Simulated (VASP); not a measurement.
## Interstitial C in a supercell of Ta

Aim: the formation energy and local structure of interstitial C in Ta.

Program: VASP 6.6.1. Level of theory: PBEsol; plane waves and PAW (Ta), in the first sound run; inputs show where later runs differ. Results are calculated unless marked as measured.

## 1. The host crystal

The structure is cubic, space group Im-3m (No. 229). Conventional cell: a = 3.310 Å, b = 3.310 Å, c = 3.310 Å, α = 90.00°, β = 90.00°, γ = 90.00°. Nearest to Ta lie 8 Ta at 2.87 Å.

## 2. Relaxing the host crystal

Cell and atoms are relaxed first, so that later runs start from this functional's own cell.

Input file INCAR:

```
SYSTEM = Ta
PREC = Accurate
ENCUT = 400
EDIFF = 1E-06
NELM = 120
ISMEAR = 1
SIGMA = 0.15
LREAL = .FALSE.
ALGO = Normal
GGA = PS
NBANDS = 8
LASPH = .TRUE.
LORBIT = 11
LWAVE = .FALSE.
LCHARG = .FALSE.
KPAR = 8
IBRION = 2
NSW = 40
ISIF = 3
EDIFFG = -0.02
POTIM = 0.4
```

Input file POSCAR:

```
Ta
1.0
   -1.6550000000      1.6550000000      1.6550000000
    1.6550000000     -1.6550000000      1.6550000000
    1.6550000000      1.6550000000     -1.6550000000
Ta
1
Direct
    0.0000000000      0.0000000000      0.0000000000
```

Input file KPOINTS:

```
Automatic mesh
0
Gamma
14 14 14
0 0 0
```

PAW data sets: Ta (PBE family, release 64).

On the command line:

```bash
mpirun -np 8 vasp_std
```

The log of the run:

```text
[banner, memory and clock lines left out]
running    8 mpi-ranks, on    1 nodes
 distrk:  each k-point on    1 cores,    8 groups
 distr:  one band on    1 cores,    1 groups

 POSCAR found type information on POSCAR Ta
 POSCAR found :  1 types and       1 ions
|                                                                             |
|           W    W    AA    RRRRR   N    N  II  N    N   GGGG   !!!           |
|           W    W   A  A   R    R  NN   N  II  NN   N  G    G  !!!           |
|           W    W  A    A  R    R  N N  N  II  N N  N  G       !!!           |
|           W WW W  AAAAAA  RRRRR   N  N N  II  N  N N  G  GGG   !            |
|           WW  WW  A    A  R   R   N   NN  II  N   NN  G    G                |
|           W    W  A    A  R    R  N    N  II  N    N   GGGG   !!!           |
|                                                                             |
|     For optimal performance we recommend to set                             |
|       NCORE = 2 up to number-of-cores-per-socket                            |
|     NCORE specifies how many cores store one orbital (NPAR=cpu/NCORE).      |
|     This setting can greatly improve the performance of VASP for DFT.       |
|     The default, NCORE=1 might be grossly inefficient on modern             |
|     multi-core architectures or massively parallel machines. Do your        |
|     Unfortunately you need to use the default for GW and RPA                |
|     calculations (for HF NCORE is supported but not extensively tested      |
|     yet).                                                                   |
|                                                                             |

|                                                                             |
|               ----> ADVICE to this user running VASP <----                  |
|                                                                             |
|     You enforced a specific xc type in the INCAR file but a different       |
|     [... a line on the potential file left out ...]
|     I HOPE YOU KNOW WHAT YOU ARE DOING!                                     |
|                                                                             |

 LDA part: xc-table for (Slater+PW92), standard interpolation
 POSCAR, INCAR and KPOINTS ok, starting setup
 FFT: planning ... GRIDC
 FFT: planning ... GRID_SOFT
 FFT: planning ... GRID
 WAVECAR not read
 entering main loop
       N       E                     dE             d eps       ncg     rms          rms(c)
DAV:   1    -0.511033295227E+01   -0.51103E+01   -0.16622E+03  1696   0.360E+02
DAV:   2    -0.130983519672E+02   -0.79880E+01   -0.76360E+01  2504   0.560E+01
DAV:   3    -0.131334252492E+02   -0.35073E-01   -0.35061E-01  1888   0.488E+00
DAV:   4    -0.131334483192E+02   -0.23070E-04   -0.23070E-04  2568   0.965E-02
DAV:   5    -0.131334483279E+02   -0.86107E-08   -0.88961E-08  1976   0.128E-03    0.136E+01
DAV:   6    -0.127625107694E+02    0.37094E+00   -0.24517E-01  2200   0.274E+00    0.677E+00
DAV:   7    -0.126053593261E+02    0.15715E+00   -0.30177E-01  2144   0.296E+00    0.319E-01
DAV:   8    -0.126034853967E+02    0.18739E-02   -0.12495E-03  2096   0.235E-01    0.113E-01
DAV:   9    -0.126033959714E+02    0.89425E-04   -0.80339E-05  2432   0.422E-02    0.159E-02
DAV:  10    -0.126033993136E+02   -0.33422E-05   -0.42432E-06  2240   0.116E-02    0.151E-02
DAV:  11    -0.126033988707E+02    0.44291E-06   -0.41786E-07  1400   0.384E-03
   1 F= -.12603399E+02 E0= -.12603963E+02  d E =-.126034E+02
 curvature:   0.00 expect dE= 0.000E+00 dE for cont linesearch  0.000E+00
 trial: gam= 0.00000 g(F)=  0.000E+00 g(S)=  0.678E-01 ort = 0.000E+00 (trialstep = 0.100E+01)
 search vector abs. value=  0.678E-01
 bond charge predicted
       N       E                     dE             d eps       ncg     rms          rms(c)
DAV:   1    -0.125956609295E+02    0.77384E-02   -0.18626E+00  1728   0.102E+01    0.305E+00
DAV:   2    -0.125807031450E+02    0.14958E-01   -0.94523E-03  2344   0.604E-01    0.155E+00
DAV:   3    -0.125749212417E+02    0.57819E-02   -0.10327E-02  2064   0.530E-01    0.346E-02
DAV:   4    -0.125749632644E+02   -0.42023E-04   -0.60834E-05  2176   0.468E-02    0.231E-02
DAV:   5    -0.125749792110E+02   -0.15947E-04   -0.22829E-05  2312   0.202E-02    0.349E-03
DAV:   6    -0.125749781083E+02    0.11027E-05   -0.46488E-07  1552   0.406E-03    0.225E-03
DAV:   7    -0.125749781129E+02   -0.45947E-08   -0.75727E-09   976   0.773E-04
   2 F= -.12574978E+02 E0= -.12575086E+02  d E =0.284208E-01
 trial-energy change:    0.028421  1 .order    0.030017   -0.067763    0.127797
 step:   0.3578(harm=  0.3465)  dis= 0.00000  next Energy=   -12.615593 (dE=-0.122E-01)
 bond charge predicted
       N       E                     dE             d eps       ncg     rms          rms(c)
DAV:   1    -0.126240632344E+02   -0.49085E-01   -0.74023E-01  1712   0.625E+00    0.199E+00
DAV:   2    -0.126181823763E+02    0.58809E-02   -0.40284E-03  2272   0.410E-01    0.102E+00
DAV:   3    -0.126158925129E+02    0.22899E-02   -0.41936E-03  2016   0.327E-01    0.314E-02
DAV:   4    -0.126158992361E+02   -0.67232E-05   -0.27532E-05  2264   0.324E-02    0.155E-02
DAV:   5    -0.126159017677E+02   -0.25316E-05   -0.73309E-06  2264   0.125E-02    0.231E-03
DAV:   6    -0.126159019100E+02   -0.14228E-06   -0.13000E-07  1080   0.189E-03
   3 F= -.12615902E+02 E0= -.12616260E+02  d E =-.125030E-01
 curvature:  -0.17 expect dE=-0.332E-05 dE for cont linesearch -0.332E-05
 trial: gam=-0.01653 g(F)=  0.117E-64 g(S)=  0.191E-04 ort = 0.114E-02 (trialstep = 0.872E+00)
 search vector abs. value=  0.551E-08
 reached required accuracy - stopping structural energy minimisation
```

It took 3.6 s on 8 MPI ranks of AMD EPYC 9R45, shared host; peak memory 0.93 GiB; 21 s of CPU time.

Lines that name or quote the potential files are left out of all logs, and their timing lines are given in words.

Parts of OUTCAR (step 2):

```text
ion  position               nearest neighbor table
   1  0.000  0.000  0.000-

  LATTYP: Found a body centered cubic cell.
 ALAT       =     3.3100000000

 Subroutine GETGRP returns: Found 48 space group operations
 (whereof 48 operations were pure point group operations)

The static configuration has the point symmetry O_h .

 Found    104 irreducible k-points:

   k-points           NKPTS =    104   k-points in BZ     NKDIM =    104   number of bands    NBANDS=      8

   dimension x,y,z NGX =    20 NGY =   20 NGZ =   20
   dimension x,y,z NGXF=    40 NGYF=   40 NGZF=   40

   ENCUT  =  400.0 eV  29.40 Ry    5.42 a.u.   4.67  4.67  4.67*2*pi/ulx,y,z

   NELECT =       5.0000    total number of electrons

 k-points in reciprocal lattice and weights: Automatic mesh
   0.00000000  0.00000000  0.00000000       0.000
   0.07142857  0.00000000  0.00000000       0.004
   0.14285714  0.00000000  0.00000000       0.004
   0.21428571  0.00000000  0.00000000       0.004
   0.28571429  0.00000000  0.00000000       0.004
   0.35714286  0.00000000  0.00000000       0.004
   0.42857143  0.00000000  0.00000000       0.004
   0.50000000  0.00000000  0.00000000       0.002
   0.07142857  0.07142857  0.00000000       0.009
[...]
0.50000000  0.50000000  0.42857143       0.004
   0.50000000  0.50000000  0.50000000       0.000

 average (electrostatic) potential at core
       1 -34.4345

 E-fermi :   5.7792

 k-point     1 :       0.0000    0.0000    0.0000
  band No.  band energies     occupation
      1      -2.2109      2.00000
      2       6.5322     -0.00000
      3       6.5322     -0.00000
      4       6.5322     -0.00000
      5       9.8945      0.00000
      6       9.8945      0.00000
    ...

 k-point     2 :       0.0714    0.0000    0.0000
  band No.  band energies     occupation
      1      -1.9810      2.00000
      2       6.3792     -0.00000
      3       6.4859     -0.00000
      4       6.7634     -0.00000
      5       9.6506      0.00000
      6       9.8949      0.00000
    ...

 k-point     3 :       0.1429    0.0000    0.0000
  band No.  band energies     occupation
      1      -1.3297      2.00000
      2       5.9797     -0.06763
      3       6.2709     -0.00004
      4       7.4454     -0.00000
      5       9.2602      0.00000
      6       9.9171      0.00000
    ...

  Total       -0.0128604     -0.0128604     -0.0128604      0.0000000     -0.0000000     -0.0000000
  in kB       -1.1731356     -1.1731356     -1.1731356      0.0000000     -0.0000000     -0.0000000
  external PRESSURE =      -1.1731356 kB  Pullay stress =       0.0000000 kB

  energy-cutoff  :      400.00
  volume of cell :       17.56
      direct lattice vectors                 reciprocal lattice vectors
    -1.637518173  1.637518173  1.637518173     0.000000000  0.305340123  0.305340123
     1.637518173 -1.637518173  1.637518173     0.305340123  0.000000000  0.305340123
     1.637518173  1.637518173 -1.637518173     0.305340123  0.305340123  0.000000000

 POSITION                                       TOTAL-FORCE (eV/Angst)
 -----------------------------------------------------------------------------------
      0.00000      0.00000      0.00000         0.000000      0.000000     -0.000000
 -----------------------------------------------------------------------------------
    total drift:                               -0.000000      0.000000      0.000000

  FREE ENERGIE OF THE ION-ELECTRON SYSTEM (eV)
  ---------------------------------------------------
  free  energy   TOTEN  =       -12.6159019100 eV

  energy  without entropy=      -12.6169757646  energy(sigma->0) =      -12.61625986

 reached required accuracy - stopping structural energy minimisation

 total charge
# of ion       s       p       d       tot
------------------------------------------
    1        0.689   0.728   3.425   4.842

[... 3 further parts left out ...]
```

This run has no spin polarisation. Its electron count is odd, so without a moment it is a metal by construction. The PAW data sets were made with PBE, which is usual practice but a small mismatch for other functionals. The data set Ta keeps the semicore shell frozen, which is cheaper and a little less accurate. The run keeps the 48 symmetry operations of its start, so it cannot find a distortion of lower symmetry.

Step by step:

```
step  energy less that of the first step (eV)  largest force (eV/Å)  pressure (GPa)  volume (Å³)
   1                                   0.0000                0.0000           -6.76        18.13
   2                                   0.0284                0.0000           13.95        16.57
   3                                  -0.0125                0.0000           -0.12        17.56
```

```
conventional cell, symmetrised  before  after  change
                         a (Å)   3.310  3.275  -1.1 %
                         b (Å)   3.310  3.275  -1.1 %
                         c (Å)   3.310  3.275  -1.1 %
              volume (Å³/atom)   18.13  17.56  -3.1 %
```

The relaxed structure:

```xyz
1
Lattice="-1.6375 1.6375 1.6375 1.6375 -1.6375 1.6375 1.6375 1.6375 -1.6375" Properties=species:S:1:pos:R:3 pbc="T T T"
Ta    0.0000    0.0000    0.0000
```

This step gave:

* electronic cycles: 24
* electrons: 5
* free energy (TOTEN): -12.62 eV
* energy at zero smearing: -12.62 eV
* Fermi energy: 5.779 eV
* labelled metallic, from the levels on this mesh: yes

The run ended after 3 ionic steps, 0.013 eV below its first step, once forces and stress met EDIFFG = -0.02.

(Continued in part 2 of 4.)

[Lines on the potential files, build, host, timing and source positions are cut from VASP's logs without a mark.]

[Logs are printed without paths, hosts, clocks, repeated set-up lines and the standing remarks that a program may print on its own settings, such as how far it seeks lower states.]

[Hosts, paths, dates, database ids (printed as entryN), source tags and the programs' standing remarks are cut or masked in the printed files.]

[In band tables of VASP the shares of atoms and orbitals are scaled to a sum of 1 inside the atoms' spheres.]

[Runs that stopped without an error message from VASP are left out.]
